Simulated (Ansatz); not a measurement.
Input of an Ansatz 0.2.0 run:

The input input.yaml:

```yaml
crystal:
  lattice:
    - [-2.073516, 2.222641, 2.177987]
    - [2.130499, -2.117614, 2.129943]
    - [2.104148, 2.148247, -2.07296]
  atoms:
    - { symbol: Yb, position: [-0.014176, -0.004722, -0.016589], spin: 1.0 }
hamiltonian:
  xc: pbesol
  pseudopotentials: { kind: paw }
magnetization:
  spin_polarized: true
kpoints:
  mp_grid: { grid: [9, 9, 9] }
scf:
  occupations: { method: fermi_dirac, width: 0.05 }
output:
  forces: true
  stress: true
  eigenvalues: true
  write_density: true
  write_potential: true
  elf: true
  volumetric_format: npy
```

Potentials or basis: Ansatz PAW.

Command:

```console
$ ansatz run input.yaml --threads 2 --pin off --max-ram 5632MiB --backend cpu --events-out ev --progress --plain --runs-dir out
```

**Question.** What does it give for the pressure?

**Answer.** -3.4 GPa.

**Question.** Predict the net moment.

**Answer.** 0.00 μB per cell.

Stress tensor (GPa, compression positive):
```
-3.30 -0.23 -0.48
-0.23 -3.41 -0.92
-0.48 -0.92 -3.40
```

Caveat: spin-orbit coupling is left out, which moves the levels of the heavy elements; the PAW data sets come from PBE, with cores solved anew for the run's functional, which leaves a small shift of forces and pressure; the starting moments weren't kept. The state reached can hang on the start; a lower one may exist.
